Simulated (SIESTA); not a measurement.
**Ti in SIESTA: convergence with k mesh**

Ti:

```
CELL_PARAMETERS angstrom
2.95000 0.00000 0.00000
-1.47500 2.55477 0.00000
0.00000 0.00000 4.68000
ATOMIC_POSITIONS crystal
Ti 0.68616 0.32688 0.74849
Ti 0.33797 0.67291 0.24873
```

The cell isn't the ideal one: atoms moved at random, drawn with an rms of 0.05 Å.

```yaml
Program: SIESTA 5.4.2
Task: single point
Functional: PBE
Potentials_or_basis: PseudoDojo 0.4 standard (PBE files)
Basis: DZP (energy shift 0.002 Ry)
Grid_cutoff: 800 Ry
Energy_shift: 0.002 Ry
k_mesh: 2 × 2 × 2
Occupations: fermi-dirac, width 0.05 eV
Spin: no spin polarisation
```

These are the settings of the first run; the series varies k mesh, with any setting tied to it.

Hardware: 1 thread of Arm Neoverse V1, with other jobs on the host.

Question: The values tried are 2 × 2 × 2, 4 × 4 × 2, 6 × 6 × 3, 7 × 7 × 4, 8 × 8 × 5, 10 × 10 × 6, 12 × 12 × 8, loosest first. From which on does the pressure stay within 0.1 GPa of the tightest run that finished?

Answer: From 7 × 7 × 4 on.

| k mesh | energy less the tightest run, at zero smearing (meV/atom) | pressure (GPa) | largest force (eV/Å) | SCF cycles | CPU time (s) | peak memory (GiB) |
| --- | --- | --- | --- | --- | --- | --- |
| 2 × 2 × 2 | -296.38 | -11.40 | 0.273 | 12 | 86 | 0.35 |
| 4 × 4 × 2 | 30.32 | -1.35 | 0.049 | 10 | 76 | 0.35 |
| 6 × 6 × 3 | 15.06 | -1.02 | 0.127 | 10 | 78 | 0.35 |
| 7 × 7 × 4 | -3.06 | -1.47 | 0.074 | 9 | 75 | 0.35 |
| 8 × 8 × 5 | -1.00 | -1.48 | 0.111 | 10 | 83 | 0.35 |
| 10 × 10 × 6 | 1.55 | -1.47 | 0.110 | 10 | 93 | 0.36 |
| 12 × 12 × 8 | 0.00 | -1.50 | 0.103 | 10 | 110 | 0.36 |

Not settled before the last step: the energy (to 1 meV/atom), the largest force (to 0.005 eV/Å). Meshes of other sizes hit other points, so gaps and Fermi surfaces needn't settle smoothly. The tightest run that finished is the yardstick and may itself not be fully converged.

Caveat, for the tightest run too: semicore shells carry a single zeta, which can move pressures by several GPa and volumes by a few percent; the basis of atomic orbitals isn't converged, which shifts pressures, moduli and gaps.
